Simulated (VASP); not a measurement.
# Ni (Fm-3m) in VASP: further runs

Runs on Ni. Level: PBE. Tasks: relaxation of cell and atoms.

All numbers are computed with VASP 6.6.1; they aren't measurements. Logs are shortened: lines on timing, memory, paths and dates and some standing lists are left out, and cuts for length are marked.

## 1. The crystal as given

Symmetry: Fm-3m, No. 225, cubic system. Conventional cell: a = 3.524 Å, b = 3.524 Å, c = 3.524 Å, α = 90.00°, β = 90.00°, γ = 90.00°. Ni (site symmetry m-3m) has 12 Ni at 2.49 Å as nearest neighbours.

The cell was built by a generator and needn't be a form met in nature.

## 2. Relaxation of cell and atoms, PBE, collinear spin, ferromagnetic start

Input file INCAR:

```
ALGO     = Normal         # electronic algorithm
AMIX     = 0.2          
AMIX_MAG = 0.8          
BMIX     = 1E-4         
BMIX_MAG = 1E-4         
EDIFF    = 1E-6           # SCF threshold, eV
EDIFFG   = -0.01          # ionic threshold
ENCUT    = 600            # plane-wave cutoff, eV
GGA      = PE             # functional
IBRION   = 2              # ionic algorithm
ISIF     = 3              # what is computed and relaxed
ISMEAR   = 1              # smearing method
ISPIN    = 2              # spin polarisation
LASPH    = True           # aspherical terms in the spheres
LCHARG   = False          # write CHGCAR
LMAXMIX  = 4              # l up to which the mixer works
LORBIT   = 11             # projections on sites
LREAL    = False          # projectors in reciprocal space
LWAVE    = False          # write WAVECAR
MAGMOM   = 2              # initial moments
NELM     = 150            # most SCF steps
NSW      = 90             # ionic steps
PREC     = Accurate       # precision mode
SIGMA    = 0.1            # smearing width, eV
```

Input file KPOINTS:

```
k-points
0
Gamma
  18 18 18
```

Input file POSCAR:

```
Ni
1.0
    0.0000000000      1.7619350000      1.7619350000
    1.7619350000      0.0000000000      1.7619350000
    1.7619350000      1.7619350000      0.0000000000
Ni
1
Direct
    0.0000000000      0.0000000000      0.0000000000
```

Potentials or basis: VASP PAW PBE potentials, release 64 (Ni).

Command:

```console
cat potpaw_PBE.64/Ni/POTCAR > POTCAR
mpirun -np 1 vasp_std > vasp.out
```

OUTCAR:

```text
AMIX = 0.2
   AMIX_MAG = 0.8
   EDIFF = 1E-6
   EDIFFG = -0.01
   ENCUT = 600
   GGA = PE
   IBRION = 2
   ISIF = 3
   ISMEAR = 1
   ISPIN = 2
   LASPH = True
   LORBIT = 11
   LREAL = False
   NELM = 150
   NSW = 90
   PREC = Accurate

 ion  position               nearest neighbor table
   1  0.000  0.000  0.000-

  LATTYP: Found a face centered cubic cell.
 ALAT       =     3.5238700000

  Lattice vectors:

 A1 = (   0.0000000000,   1.7619350000,   1.7619350000)
 A2 = (   1.7619350000,   0.0000000000,   1.7619350000)
 A3 = (   1.7619350000,   1.7619350000,   0.0000000000)

Analysis of symmetry for initial positions (statically):
=====================================================================
 Subroutine PRICEL returns:
 Original cell was already a primitive cell.

 Routine SETGRP: Setting up the symmetry group for a
 face centered cubic supercell.

 Subroutine GETGRP returns: Found 48 space group operations
 (whereof 48 operations were pure point group operations)
 out of a pool of 48 trial point group operations.

The static configuration has the point symmetry O_h .

Analysis of symmetry for dynamics (positions and initial velocities):
=====================================================================
 Subroutine PRICEL returns:
 Original cell was already a primitive cell.

 Routine SETGRP: Setting up the symmetry group for a
 face centered cubic supercell.

 Subroutine GETGRP returns: Found 48 space group operations
 (whereof 48 operations were pure point group operations)
 out of a pool of 48 trial point group operations.

The dynamic configuration has the point symmetry O_h .

Analysis of structural, dynamic, and magnetic symmetry:
=====================================================================
 Subroutine PRICEL returns:
 Original cell was already a primitive cell.

 Routine SETGRP: Setting up the symmetry group for a
 face centered cubic supercell.

 Subroutine GETGRP returns: Found 48 space group operations
 (whereof 48 operations were pure point group operations)
 out of a pool of 48 trial point group operations.

The overall configuration has the point symmetry O_h .

 Subroutine INISYM returns: Found 48 space group operations
 (whereof 48 operations are pure point group operations),
 and found     1 'primitive' translations

----------------------------------------------------------------------------------------

                                     Primitive cell

  volume of cell :      10.9396

  direct lattice vectors                    reciprocal lattice vectors
     0.000000000  1.761935000  1.761935000    -0.283778914  0.283778914  0.283778914
     1.761935000  0.000000000  1.761935000     0.283778914 -0.283778914  0.283778914
     1.761935000  1.761935000  0.000000000     0.283778914  0.283778914 -0.283778914

  length of vectors
     2.491752373  2.491752373  2.491752373     0.491519496  0.491519496  0.491519496

  position of ions in fractional coordinates (direct lattice)
     0.000000000  0.000000000  0.000000000

  ion indices of the primitive-cell ions
   primitive index   ion index
                 1           1

----------------------------------------------------------------------------------------

 KPOINTS: k-points

Automatic generation of k-mesh.
 Grid dimensions read from file:
 generate k-points for:   18   18   18

 Generating k-lattice:

  Cartesian coordinates                     Fractional coordinates (reciprocal lattice)
    -0.015765495  0.015765495  0.015765495     0.055555556  0.000000000  0.000000000
     0.015765495 -0.015765495  0.015765495     0.000000000  0.055555556  0.000000000
     0.015765495  0.015765495 -0.015765495     0.000000000  0.000000000  0.055555556

  Length of vectors
     0.027306639  0.027306639  0.027306639

  Shift w.r.t. Gamma in fractional coordinates (k-lattice)
     0.000000000  0.000000000  0.000000000

 Subroutine IBZKPT returns following result:
 ===========================================

 Found    195 irreducible k-points:

 Following reciprocal coordinates:
            Coordinates               Weight
  0.000000  0.000000  0.000000      1.000000
  0.055556  0.000000  0.000000      8.000000
  0.111111  0.000000  0.000000      8.000000
  0.166667  0.000000  0.000000      8.000000
  0.222222  0.000000  0.000000      8.000000
  0.277778  0.000000  0.000000      8.000000
[... 16 lines left out ...]
 -0.277778  0.055556  0.000000     24.000000
 -0.222222  0.055556  0.000000     24.000000
 [... further k-points ...]
   k-points           NKPTS =    195   k-points in BZ     NKDIM =    195   number of bands    NBANDS=     10
   number of dos      NEDOS =    301   number of ions     NIONS =      1
   total plane-waves  NPLWV =   8000
   dimension x,y,z NGX =    20 NGY =   20 NGZ =   20
   dimension x,y,z NGXF=    40 NGYF=   40 NGZF=   40
   ions per type =               1
   NGX,Y,Z   is equivalent  to a cutoff of  13.34, 13.34, 13.34 a.u.
   NGXF,Y,Z  is equivalent  to a cutoff of  26.69, 26.69, 26.69 a.u.
 SYSTEM =  unknown system
   PREC   = accura    normal or accurate (medium, high low for compatibility)
   ISTART =      0    job   : 0-new  1-cont  2-samecut
   ICHARG =      2    charge: 1-file 2-atom 10-const
   ISPIN  =      2    spin polarized calculation?
   LNONCOLLINEAR =      F non collinear calculations
   LSORBIT =      F    spin-orbit coupling
   LASPH  =      T    aspherical Exc in radial PAW
   ENCUT  =  600.0 eV  44.10 Ry    6.64 a.u.   4.98  4.98  4.98*2*pi/ulx,y,z
   NELM   =    150;   NELMIN=  2; NELMDL= -5     # of ELM steps
   EDIFF  = 0.1E-05   stopping-criterion for ELM
   LREAL  =      F    real-space projection
   EDIFFG = -.1E-01   stopping-criterion for IOM
   NSW    =     90    number of steps for IOM
   IBRION =      2    ionic relax: 0-MD 1-quasi-New 2-CG
   NFREE  =      1    steps in history (QN), initial steepest desc. (CG)
   ISIF   =      3    stress and relaxation
   ISYM   =      2    0-nonsym 1-usesym 2-fastsym
   POTIM  = 0.5000    time-step for ionic-motion
   TEBEG  =    0.0;   TEEND  =   0.0 temperature during run
   PSTRESS=    0.0 pullay stress
   NELECT =      10.0000    total number of electrons
   NUPDOWN=      -1.0000    fix difference up-down
   EMIN   =  10.00;   EMAX   =-10.00  energy-range for DOS
   EFERMI =   0.00;   METHOD = LEGACY
   ISMEAR =     1;   SIGMA  =   0.10  broadening in eV -4-tet -1-fermi 0-gaus
   EFERMI_NEDOS =   21; number of points for ismear=-14 and -15
   IALGO  =     38    algorithm
   IMIX   =      4    mixing-type and parameters
     AMIX     =   0.20;   BMIX     =  0.00
     AMIX_MAG =   0.80;   BMIX_MAG =  0.00
  volume/ion in A,a.u.               =      10.94        73.82
  Fermi-wavevector in a.u.,A,eV,Ry     =   1.588821  3.002436 34.345893  2.524352
  Thomas-Fermi vector in A             =   2.687765
   LORBIT       =     11    0 simple, 1 ext, 2 COOP (PROOUT), +10 PAW based schemes
   GGA     = PE    functional components
   LHFCALC =     F    Hartree Fock is set to
   AEXX    =    0.0000 exact exchange contribution
   IVDW    =     0    specifies the selected vdW correction
   LEPSILON=     F    determine dielectric tensor
   LRPA    =     F    only Hartree local field effects (RPA)
 conjugate gradient relaxation of ions
 spin polarized calculation
 Methfessel and Paxton  Order N= 1 SIGMA  =   0.10
  energy-cutoff  :      600.00
  volume of cell :       10.94
 maximum number of plane-waves:       375
   NGX =  9   NGY =  9   NGZ =  9

--------------------------------------- Ionic step        1  -------------------------------------------

 number of electron      10.0000010 magnetization       0.6173144

 Free energy of the ion-electron system (eV)
  ---------------------------------------------------
  ext. energy  EPLUGINS =         0.00000000
  ---------------------------------------------------
  free energy    TOTEN  =        -5.47131344 eV

  energy without entropy =       -5.47171396  energy(sigma->0) =       -5.47144695

------------------------ aborting loop because EDIFF is reached ----------------------------------------

  FORCE on cell =-STRESS in cart. coord.  units (eV):
  Direction    XX          YY          ZZ          XY          YZ          ZX
  --------------------------------------------------------------------------------------
  -------------------------------------------------------------------------------------
  Total       -0.0825952     -0.0825952     -0.0825952     -0.0000000      0.0000000     -0.0000000
  in kB      -12.0966613    -12.0966613    -12.0966613     -0.0000000      0.0000000     -0.0000000
  external PRESSURE =     -12.0966613 kB  Pullay stress =       0.0000000 kB
[... 55 lines left out ...]
  energy  without entropy=       -5.4717507504  energy(sigma->0) =       -5.47149234

--------------------------------------- Ionic step        3  -------------------------------------------

 number of electron      10.0000009 magnetization       0.6162872

 Free energy of the ion-electron system (eV)
  ---------------------------------------------------
  ext. energy  EPLUGINS =         0.00000000
  ---------------------------------------------------
  free energy    TOTEN  =        -5.47157898 eV

  energy without entropy =       -5.47197069  energy(sigma->0) =       -5.47170955

 E-fermi :   9.3912     XC(G=0): -13.2605

 val. band max:        9.3850994025   @ k =  -0.3889   0.2778   0.0000
 cond. band min:       9.3932096734   @ k =   0.5000   0.4444   0.0000
 fundamental gap:      0.0081102709
 Fermi energy:         9.3911976745

 spin component 1

 k-point     1 :       0.0000    0.0000    0.0000
  band No.  band energies     occupation
      1       0.3726      1.00000
      2       6.9519      1.00000
      3       6.9519      1.00000
      4       6.9519      1.00000
      5       8.1407      1.00000
      6       8.1407      1.00000
      7      33.1182      0.00000
      8      36.9893      0.00000
      9      36.9893      0.00000
     10      36.9893      0.00000
[... 287 lines left out ...]
 k-point    24 :      -0.2222    0.0556    0.0000
  band No.  band energies     occupation
      1       2.5580      1.00000
      2       6.5815      1.00000
      3       7.1842      1.00000
      4       7.2290      1.00000
      5       8.0373      1.00000
      6       8.3495      1.00000
      7      24.3633      0.00000
      8      31.4247      0.00000
      9      34.8669      0.00000
     10      36.8715      0.00000

 [... further k-points ...]

 spin component 2

 k-point     1 :       0.0000    0.0000    0.0000
  band No.  band energies     occupation
      1       0.3371      1.00000
      2       7.7024      1.00000
      3       7.7024      1.00000
      4       7.7024      1.00000
      5       8.7048      1.00000
      6       8.7048      1.00000
      7      32.9577      0.00000
      8      36.9667      0.00000
      9      36.9667      0.00000
     10      36.9667      0.00000
[... 327 lines left out ...]
  FREE ENERGIE OF THE ION-ELECTRON SYSTEM (eV)
  ---------------------------------------------------
  free  energy   TOTEN  =        -5.4715789838 eV

  energy  without entropy=       -5.4719706905  energy(sigma->0) =       -5.47170955

 reached required accuracy - stopping structural energy minimisation

 total charge

# of ion       s       p       d       tot
------------------------------------------
    1        0.498   0.498   8.315   9.311

 magnetization (x)

# of ion       s       p       d       tot
------------------------------------------
    1       -0.007  -0.025   0.660   0.628
```

It took 59 s on 1 thread of Intel Xeon Platinum 8488C (Sapphire Rapids), shared host; peak memory 0.17 GiB.

Results:

```yaml
Free_energy: -5.4716 eV
Relaxed_volume: 10.87 Å³/atom
Relaxed_cell: a = 2.486 Å, b = 2.486 Å, c = 2.486 Å, α = 60.00°, β = 60.00°, γ = 60.00°
Space_group_after_relaxing_to_0.05_Å: Fm-3m (No. 225)
Energy_gained_by_relaxing: 0.3 meV/atom
Ionic_steps: 3
Pressure_after_relaxing: 0.1 GPa
Band_gap_on_the_k_mesh: none (metal or under the smearing width)
Net_moment: 0.62 μB per cell
Site_moments: Ni +0.63 μB
Valence_electrons_inside_the_program's_atomic_spheres: Ni 9.31
```

The path:
```
step  energy change (eV)  largest force (eV/Å)  pressure (GPa)  volume (Å³)
   1              0.0000                0.0000           -1.21        10.94
   2              0.0000                0.0000            1.14        10.81
   3             -0.0003                0.0000            0.10        10.87
```

Final structure:
```
CELL_PARAMETERS angstrom
0.00000 1.75821 1.75821
1.75821 0.00000 1.75821
1.75821 1.75821 0.00000
ATOMIC_POSITIONS crystal
Ni 0.00000 0.00000 0.00000
```

## 3. Relaxation of cell and atoms, PBE, collinear spin, ferromagnetic start

This run uses another cell than the first one, of 10.87 Å³/atom, 0.994 times its volume.

Edit INCAR of step 2 so:

```diff
@@ -5,4 +5,4 @@
 BMIX_MAG = 1E-4         
-EDIFF    = 1E-6           # SCF threshold, eV
-EDIFFG   = -0.01          # ionic threshold
+EDIFF    = 1E-7           # SCF threshold, eV
+EDIFFG   = -0.005         # ionic threshold
 ENCUT    = 600            # plane-wave cutoff, eV
```

KPOINTS is that of step 2.

Input file POSCAR:

```
Ni                                      
1.0
   -0.0000000000      1.7582122178      1.7582122178
    1.7582122178      0.0000000000      1.7582122178
    1.7582122178      1.7582122178     -0.0000000000
  Ni            
     1
Direct
     0.0000000000000000    0.0000000000000000    0.0000000000000000
```

Potentials or basis: VASP PAW PBE potentials, release 64 (Ni).

Command:

```console
cat potpaw_PBE.64/Ni/POTCAR > POTCAR
mpirun -np 1 vasp_std > vasp.out
```

OUTCAR:

```text
AMIX = 0.2
   AMIX_MAG = 0.8
   EDIFF = 1E-7
   EDIFFG = -0.005
   ENCUT = 600
   GGA = PE
   IBRION = 2
   ISIF = 3
   ISMEAR = 1
   ISPIN = 2
   LASPH = True
   LORBIT = 11
   LREAL = False
   NELM = 150
   NSW = 90
   PREC = Accurate

 ion  position               nearest neighbor table
   1  0.000  0.000  0.000-

  LATTYP: Found a face centered cubic cell.
 ALAT       =     3.5164244356
[... 831 lines left out ...]

 [... further k-points ...]
[... 5 lines left out ...]
  --------------------------------------------------------------------------------------
  -------------------------------------------------------------------------------------
  Total        0.0014564      0.0014564      0.0014564      0.0000000      0.0000000     -0.0000000
  in kB        0.2146599      0.2146599      0.2146599      0.0000000      0.0000000     -0.0000000
  external PRESSURE =       0.2146599 kB  Pullay stress =       0.0000000 kB

 VOLUME and BASIS-vectors are now :
 -----------------------------------------------------------------------------
  energy-cutoff  :      600.00
  volume of cell :       10.87
      direct lattice vectors                 reciprocal lattice vectors
     0.000000000  1.758212218  1.758212218    -0.284379778  0.284379778  0.284379778
     1.758212218  0.000000000  1.758212218     0.284379778 -0.284379778  0.284379778
     1.758212218  1.758212218  0.000000000     0.284379778  0.284379778 -0.284379778

 POSITION                                       TOTAL-FORCE (eV/Angst)
 -----------------------------------------------------------------------------------
      0.00000      0.00000      0.00000        -0.000000     -0.000000     -0.000000
 -----------------------------------------------------------------------------------
    total drift:                                0.000000      0.000000      0.000000

  FREE ENERGIE OF THE ION-ELECTRON SYSTEM (eV)
  ---------------------------------------------------
  free  energy   TOTEN  =        -5.4715421100 eV

  energy  without entropy=       -5.4719349107  energy(sigma->0) =       -5.47167304

 reached required accuracy - stopping structural energy minimisation

 total charge

# of ion       s       p       d       tot
------------------------------------------
    1        0.498   0.498   8.315   9.311

 magnetization (x)

# of ion       s       p       d       tot
------------------------------------------
    1       -0.007  -0.025   0.660   0.628
```

CONTCAR:

```text
Ni
   1.00000000000000
     0.0000000000000000    1.7582122177999999    1.7582122177999999
     1.7582122177999999    0.0000000000000000    1.7582122177999999
     1.7582122177999999    1.7582122177999999    0.0000000000000000
  Ni
     1
Direct
     0.0000000000000000    0.0000000000000000    0.0000000000000000

  0.00000000E+00  0.00000000E+00  0.00000000E+00
```

Run time: 32 s. Hardware: 1 thread of Intel Xeon Platinum 8488C (Sapphire Rapids), shared host; peak memory 0.16 GiB.

What came out:

```
Free energy                                           : -5.4715 eV
Pressure after relaxing                               : 0.0 GPa
Band gap on the k mesh                                : none (metal or under the smearing width)
Net moment                                            : 0.62 μB per cell
Site moments                                          : Ni +0.63 μB
Valence electrons inside the program's atomic spheres : Ni 9.31
```

Final structure:
```xyz
1
Lattice="0.0000 1.7582 1.7582 1.7582 0.0000 1.7582 1.7582 1.7582 0.0000" Properties=species:S:1:pos:R:3 pbc="T T T"
Ni    0.0000    0.0000    0.0000
```

Caveat: the relaxation stopped at its first step, so nothing moved.
